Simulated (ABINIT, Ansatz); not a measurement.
# A GW chain in ABINIT: SiC (P6_3mc), part 3 of 3

Aim: the G0W0 gap of SiC (P6_3mc) on PBE, step by step.

ABINIT 10.8.3; PBE and many-body steps on it, plane waves. Known limits of the many-body steps: not at the basis limit; coarse k mesh.

So far. Step 3 (Bands along the symmetry lines): The gap is 2.228 eV, as in the run before at this level. Step 4 (Empty states on the mesh, 3×3×2 mesh, 358 bands): On this mesh the gap is 3.011 eV. The earlier step found 2.228 eV, so this mesh misses an edge.

## (5) Screening, 3×3×2 mesh, 326 bands, screening to 217.7 eV

The RPA dielectric matrix is built and inverted for each q.

This step: RPA screening on PBE, plane waves, norm-conserving pseudopotentials.

run.abi reads:

```
acell 3*1.0 Angstrom
rprim 
  3.075694149693 -0.000000000023 0.000000000000
  -1.537847074826 2.663629267917 0.000000000000
  0.000000000000 0.000000000000 10.070646480000
ntypat 2
znucl 14 6
natom 8
typat 1 1 1 1 2 2 2 2
xred 
  0.666666666667 0.333333333333 0.937841980000
  0.333333333333 0.666666666667 0.437841980000
  0.000000000000 0.000000000000 0.687894380000
  0.000000000000 0.000000000000 0.187894380000
  0.666666666667 0.333333333333 0.749802590000
  0.333333333333 0.666666666667 0.249802590000
  0.000000000000 0.000000000000 0.500460050000
  0.000000000000 0.000000000000 0.000460050000
pp_dirpath "pseudos"
pseudos "Si.upf, C.upf"
ecut 37
ngkpt 3 3 2
nshiftk 1
shiftk 0 0 0
kptopt 1
chksymbreak 0
istwfk *1
occopt 1
irdwfk 1
optdriver 3
nband 326
ecuteps 8
inclvkb 2
awtr 1
symchi 1
indata_prefix "in"
outdata_prefix "out"
tmpdata_prefix "tmp"
```

Launch:

```
OMP_NUM_THREADS=1 mpirun -n 4 abinit run.abi > log
```

Numbers of over 12 decimals in the logs are rounded to 6 here.

Output:

```text
.Version 10.8.3 of ABINIT. v10.8.2 released Aug 2026.

 Symmetries : space group P6_3 m c (#186); Bravais hP (primitive hexag.)
[... echo of the input left out ...]
== DATASET  1 ==================================================================
-   mpi_nproc: 4, omp_nthreads: 1 (-1 if OMP is not activated)

--- !DatasetInfo
iteration_state: {dtset: 1, }
dimensions: {natom: 8, nkpt: 6, mband: 326, nsppol: 1, nspinor: 1, nspden: 1, mpw: 6030, }
cutoff_energies: {ecut:  37.0, pawecutdg:  -1.0, }
electrons: {nelect:   3.20000000E+01, charge:   0.00000000E+00, occopt:   1.00000000E+00, tsmear:   1.00000000E-02, }

 SCREENING: Calculation of the susceptibility and dielectric matrices

 Based on a program developped by R.W. Godby, V. Olevano, G. Onida, and L. Reining.
 Incorporated in ABINIT by V. Olevano, G.-M. Rignanese, and M. Torrent.
.Using double precision arithmetic ; gwpc =  8

[... cell and pseudopotentials left out ...]
--------------------------------------------------------------------------------

 ==== K-mesh for the wavefunctions ====
 Number of points in the irreducible wedge :     6
[... list of points left out ...]
 Together with 12 symmetry operations and time-reversal symmetry
 yields    18 points in the full Brillouin Zone.

 ==== Q-mesh for the screening function ====
 Number of points in the irreducible wedge :     6
[... list of points left out ...]
 Together with 12 symmetry operations and time-reversal symmetry
 yields    18 points in the full Brillouin Zone.

 setmesh: FFT mesh size selected  =    24x   24x   80
          total number of points  =        46080

 vcoul_init : cutoff-mode = AUXILIARY_FUNCTION
 q-points for optical limit:   1
     1)      0.000010    0.000020    0.000030

- screening: taking advantage of time-reversal symmetry
- Maximum band index for partially occupied states nbvw = 16
- Remaining bands to be divided among processors   nbcw = 310
- Number of bands treated by each node ~77

 Number of electrons calculated from density =   32.0000; Expected =   32.0000
 average of density, n =  0.057475
 r_s =    1.6075
 omega_plasma =   23.1257 [eV]

 calculating chi0 at frequencies [eV] :
  1    0.000000E+00    0.000000E+00
  2    0.000000E+00    2.312571E+01

--------------------------------------------------------------------------------
  q-point number  1        q = ( 0.000000, 0.000000, 0.000000) [r.l.u.]
--------------------------------------------------------------------------------
[... chi0 elements left out ...]
 For q-point:  0.000010 0.000020 0.000030
  dielectric constant =   9.4844
  dielectric constant without local fields =  10.3825

  Average fulfillment of the sum rule on Im[epsilon] for q-point    1 :     92.94  [%]
[... wings left out ...]
  q-point number  2        q = ( 0.333333, 0.000000, 0.000000) [r.l.u.]
--------------------------------------------------------------------------------
[... chi0 elements left out ...]
  Average fulfillment of the sum rule on Im[epsilon] for q-point    2 :     92.48  [%]

 [... 4 further q-points ...]
```

Elapsed: 2.5 min, on 4 MPI ranks of Arm Neoverse V1, shared host; peak memory 2.3 GiB; 10 min of CPU time.

This step gave:

| Item | Value |
| --- | --- |
| ε∞ with local fields, on this mesh, along the program's q direction | 9.484 |
| the same without local fields | 10.38 |
| plasma frequency | 23.13 eV |
| plane waves in the screening matrix | 613 |

Local fields lower ε∞ by 9 %. On a Γ-centred mesh this coarse the value itself is usually too large, while a short band sum pulls it down.

## (6) Self-energy, 3×3×2 mesh, 326 bands, screening to 217.7 eV

The self-energy is evaluated for the states that the input lists, and the levels follow from it, in one-shot runs by the linearised quasiparticle equation.

This step: G0W0 on PBE, plane waves, norm-conserving pseudopotentials.

run.abi: that of step 5 with these lines changed.

```diff
@@ -29,8 +29,17 @@
 irdwfk 1
-optdriver 3
+optdriver 4
 nband 326
+gwcalctyp 0
+ecutsigx 37
+symsigma 1
+nkptgw 2
+kptgw 
+  0.0000000000 0.0000000000 0.0000000000
+  0.3333333333 0.0000000000 0.0000000000
+bdgw 
+  15 18
+  15 18
 ecuteps 8
-inclvkb 2
-awtr 1
-symchi 1
+irdscr 1
+ppmodel 1
 indata_prefix "in"
```

Output:

```text
.Version 10.8.3 of ABINIT. v10.8.2 released Aug 2026.

 Symmetries : space group P6_3 m c (#186); Bravais hP (primitive hexag.)
[... echo of the input left out ...]
== DATASET  1 ==================================================================
-   mpi_nproc: 4, omp_nthreads: 1 (-1 if OMP is not activated)

--- !DatasetInfo
iteration_state: {dtset: 1, }
dimensions: {natom: 8, nkpt: 6, mband: 326, nsppol: 1, nspinor: 1, nspden: 1, mpw: 6030, }
cutoff_energies: {ecut:  37.0, pawecutdg:  -1.0, }
electrons: {nelect:   3.20000000E+01, charge:   0.00000000E+00, occopt:   1.00000000E+00, tsmear:   1.00000000E-02, }

 SIGMA: Calculation of the GW corrections

 Based on a program developped by R.W. Godby, V. Olevano, G. Onida, and L. Reining.
 Incorporated in ABINIT by V. Olevano, G.-M. Rignanese, and M. Torrent.
.Using double precision arithmetic ; gwpc =  8

[... cell and pseudopotentials left out ...]
--------------------------------------------------------------------------------

 ==== K-mesh for the wavefunctions ====
 Number of points in the irreducible wedge :     6
[... list of points left out ...]
 Together with 12 symmetry operations and time-reversal symmetry
 yields    18 points in the full Brillouin Zone.

 ==== Q-mesh for screening function ====
 Number of points in the irreducible wedge :     6
[... list of points left out ...]
 Together with 12 symmetry operations and time-reversal symmetry
 yields    18 points in the full Brillouin Zone.

 vcoul_init : cutoff-mode = AUXILIARY_FUNCTION
 q-points for optical limit:   1
     1)      0.000010    0.000020    0.000030
 setmesh: FFT mesh size selected  =    27x   27x  108
          total number of points  =        78732

 Number of electrons calculated from density =   32.0000; Expected =   32.0000
 average of density, n =  0.057475
 r_s =    1.6075
 omega_plasma =   23.1257 [eV]

 === KS Band Gaps ===
  >>>> For spin  1
   Minimum direct gap =   3.8565 [eV], located at k-point      :   0.3333  0.0000  0.0000
   Fundamental gap    =   3.0114 [eV], Top of valence bands at :   0.0000  0.0000  0.0000
                                       Bottom of conduction at :   0.3333  0.0000  0.0000
 SIGMA fundamental parameters:
 PLASMON POLE MODEL  1
 number of plane-waves for SigmaX                 5975
 number of plane-waves for SigmaC and W            613
 number of plane-waves for wavefunctions          5975
 number of bands                                   326
 number of independent spin polarizations            1
 number of spinorial components                      1
 number of k-points in IBZ                           6
 number of q-points in IBZ                           6
 number of symmetry operations                      12
 number of k-points in BZ                           18
 number of q-points in BZ                           18
 number of frequencies for dSigma/dE                 9
 frequency step for dSigma/dE [eV]                0.25
 number of omega for Sigma on real axis              0
 max omega for Sigma on real axis  [eV]           0.00
 zcut for avoiding poles [eV]                     0.10

 EPSILON^-1 parameters (SCR file):
 dimension of the eps^-1 matrix on file            613
 dimension of the eps^-1 matrix used               613
 number of plane-waves for wavefunctions          5975
 number of bands                                   326
 number of q-points in IBZ                           6
 number of frequencies                               2
 number of real frequencies                          1
 number of imag frequencies                          1

 matrix elements of self-energy operator (all in [eV])

 Perturbative Calculation

--- !SelfEnergy_ee
iteration_state: {dtset: 1, }
kpoint     : [   0.000,    0.000,    0.000, ]
spin       : 1
KS_gap     :    5.111
QP_gap     :    5.989
Delta_QP_KS:    0.878
data: !SigmaeeData |
     Band     E0 <VxcDFT>   SigX SigC(E0)      Z dSigC/dE  Sig(E)    E-E0       E
       15   6.937 -15.028 -17.086   1.879   0.802  -0.247 -15.172  -0.143   6.794
       16   6.937 -15.028 -17.086   1.879   0.802  -0.247 -15.172  -0.143   6.794
       17  12.049 -12.102  -6.533  -4.668   0.814  -0.229 -11.368   0.734  12.783
       18  12.628 -12.011  -6.347  -4.771   0.813  -0.231 -11.286   0.725  13.353

--- !SelfEnergy_ee
iteration_state: {dtset: 1, }
kpoint     : [   0.333,    0.000,    0.000, ]
spin       : 1
KS_gap     :    3.856
QP_gap     :    4.697
Delta_QP_KS:    0.841
data: !SigmaeeData |
     Band     E0 <VxcDFT>   SigX SigC(E0)      Z dSigC/dE  Sig(E)    E-E0       E
       15   5.565 -14.060 -16.006   1.679   0.805  -0.243 -14.274  -0.215   5.351
       16   6.092 -14.663 -16.967   1.998   0.801  -0.249 -14.908  -0.246   5.847
       17   9.949 -10.768  -5.967  -4.082   0.828  -0.208 -10.173   0.595  10.544
       18  10.185 -10.837  -6.112  -4.005   0.828  -0.208 -10.242   0.595  10.780

== END DATASET(S) ==============================================================
================================================================================

 -outvars: echo values of variables after computation  --------
           etotal      0.0000000000E+00
            nband         326
             nkpt           6
          spgroup         186
 [... the other variables as echoed above ...]

 Calculation completed.
```

Run time: 1.8 min. Hardware: 4 MPI ranks; peak memory 2.5 GiB; 7.1 min of CPU time.

Numbers from this step:

* G0W0 gap on the points computed: 3.750 eV
* starting gap on the mesh: 3.011 eV
* k of the valence top: 0, 0, 0
* k of the conduction bottom: 0.3333, 0, 0
* Z at the valence top: 0.802
* Z at the conduction bottom: 0.828
* least direct G0W0 gap on the computed points: 4.697 eV

The gap on the mesh goes from 3.01 eV to 3.75 eV, a correction of +0.74 eV. The start differs from the 2.23 eV found before because the two sample other k points.

Limits: finite bands, cutoff and mesh; coarse k mesh. v1 is the top filled band, c1 the lowest empty one. Levels before and after the correction, in eV, zero at the valence-band top of each column:

```
           conduction bottom  valence top
Kohn-Sham               3.01         0.00
     G0W0               3.75         0.00
```

```
                    level  energy (eV)
Kohn-Sham         Γ v2-v1        0.000
Kohn-Sham            Γ c1        5.111
Kohn-Sham            Γ c2        5.690
Kohn-Sham  (0.333 0 0) v2       -1.372
Kohn-Sham  (0.333 0 0) v1       -0.845
Kohn-Sham  (0.333 0 0) c1        3.011
Kohn-Sham  (0.333 0 0) c2        3.247
     G0W0         Γ v2-v1        0.000
     G0W0            Γ c1        5.989
     G0W0            Γ c2        6.559
     G0W0  (0.333 0 0) v2       -1.443
     G0W0  (0.333 0 0) v1       -0.947
     G0W0  (0.333 0 0) c1        3.750
     G0W0  (0.333 0 0) c2        3.986
```

## (7) Where the time went

Times are wall times on 4 MPI ranks of Arm Neoverse V1, shared host, good to a factor of about two.

```
                          step     time  share  memory (GiB)
                  ground state     20 s    3 %          0.36
bands along the symmetry lines     31 s    5 %          0.35
      empty states on the mesh  4.6 min   47 %           0.5
                     screening  2.5 min   26 %           2.3
                   self-energy  1.8 min   18 %           2.5
```

## (8) Outcome

| Property | Result |
| --- | --- |
| PBE gap | 2.23 eV, indirect |
| G0W0 gap on the mesh | 3.75 eV |
| G0W0 gap over the zone (rigid shift) | 2.97 eV |
| GW settings | 3×3×2 mesh, 326 bands, screening to 217.7 eV, Godby-Needs plasmon pole |
| known limits | not at the basis limit; coarse k mesh |

In words: G0W0 moves the gap on the mesh from 3.01 eV to 3.75 eV (+0.74 eV), with Z of 0.80 and 0.83 at the edges. The mesh misses the band edges by 0.78 eV in all; a rigid shift gives 2.97 eV for the zone. Local fields lower the RPA ε∞ on this mesh from 10.38 to 9.48; a Γ-centred mesh this coarse tends to raise both, most where the direct gap is narrow, while a short band sum lowers them. Only 2 of the mesh's irreducible points were corrected, so a valley elsewhere could overtake. The dearest step here is «empty states on the mesh». Against experiment, by G0W0@PBE: the gap of 2.97 eV lies −0.23 eV from the measured 3.2 eV (kind not stated, quoted 2020); the gap of 2.97 eV lies −0.32 eV from the measured 3.285 eV (kind not stated, quoted 2018); the gap of 2.97 eV lies −0.29 eV from the measured 3.26 eV (kind not stated, quoted 2023). The calculation has static nuclei and no excitons; a measured gap holds zero-point and thermal motion, which mostly lowers it. Bands and cutoff are finite, so the gap is not at the basis limit. The miss can reach some tenths of an eV and take either sign; the mesh is an error of its own. In the G0W0 run levels were corrected at 2 k points alone, so a gap called «on the mesh» is the least over those, and an edge elsewhere would be missed. A denser mesh or path gives a starting gap of 2.23 eV: the GW mesh misses a band edge, so its gaps are not the fundamental one. The 3×3×2 mesh is coarse for this cell, which bears on the long-range parts of exchange and screening.

[Paths, hosts, dates, memory and timing lines, banners, echoed tables and standing remarks are left out of the program output.]

[Logs are printed without paths, hosts, clocks, repeated set-up lines and the standing remarks that a program may print on its own settings, such as how far it seeks lower states.]

[Runs of the session that timed out or met a known fault of the program may be left out.]

[Hosts, paths, dates, database ids (printed as entryN), source tags and the programs' standing remarks are cut or masked in the printed files.]

[G0W0 gaps are taken among the corrected bands and points alone; a level outside them can change the order at an edge.]

[Where Ansatz stands beside ABINIT at settings called matched, ABINIT's density can come from a denser mesh and the files from another edition; pairs whose starting gaps differed by over 0.03 eV were left out, so agreement reads better than it is.]
